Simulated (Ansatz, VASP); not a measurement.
**NaCl in VASP and in Ansatz**

INCAR

```
PREC     = Accurate       # precision mode
ENCUT    = 520            # plane-wave cutoff, eV
EDIFF    = 1E-7           # SCF threshold, eV
ISMEAR   = 0              # smearing method
SIGMA    = 0.01           # smearing width, eV
LREAL    = F              # projectors in reciprocal space
LASPH    = T              # aspherical terms in the spheres
NELM     = 60             # most SCF steps
ALGO     = Normal         # electronic algorithm
ISIF     = 2              # what is computed and relaxed
LWAVE    = F              # write WAVECAR
LCHARG   = T              # write CHGCAR
GGA      = PS             # functional
LELF     = T              # ELF
LVHAR    = T            
NBANDS   = 14             # bands
```

File KPOINTS:

```
regular mesh
0
Gamma
  7 7 7
```

File POSCAR:

```
NaCl
1.0
    2.8600000000      0.0000000000      0.0000000000
    0.0000000000      2.8600000000      0.0000000000
    0.0000000000      0.0000000000      2.8600000000
Na Cl
1 1
Direct
    0.0000000000      0.0000000000      0.0000000000
    0.5000000000      0.5000000000      0.5000000000
```

Input for Ansatz:

```yaml
crystal:
  lattice:
    - [2.86, 0.0, 0.0]
    - [0.0, 2.86, 0.0]
    - [0.0, 0.0, 2.86]
  atoms:
    - { symbol: Na, position: [0.0, 0.0, 0.0] }
    - { symbol: Cl, position: [0.5, 0.5, 0.5] }
kpoints:
  mp_grid:
    grid: [7, 7, 7]
    shift: [0.0, 0.0, 0.0]
hamiltonian:
  xc: pbesol
scf:
  convergence:
    dr2_threshold: 1.0e-05
  lower_state_search: "off"
  occupations:
    method: fixed
output:
  stress: true
  eigenvalues: true
```

Measurements of this composition are mostly on another form, of space group No. 225.

Alike in both runs: task single point; functional PBEsol; k mesh 7 × 7 × 7; no spin polarisation.

|  | VASP | Ansatz |
| --- | --- | --- |
| version | VASP 6.6.1 | Ansatz 0.2.0 |
| potentials or method | VASP PAW PBE potentials, release 64 (Na_pv, Cl) | plane waves, PAW |
| plane-wave cutoff (eV) | 520 | 420 |
| occupations | gaussian, width 0.01 eV | fixed |
| valence electrons in the cell | 14 | 16 |

|  | VASP | Ansatz | Ansatz less VASP |
| --- | --- | --- | --- |
| gap on the k mesh at the Fermi level (eV) | 4.78 | 4.72 | -0.058 |

The two sets of potentials don't hold the same shells in valence. Ansatz warned: «stress_scf_threshold_loose».

Caveats: an odd mesh through Γ misses points on the zone boundary, where band edges often lie.
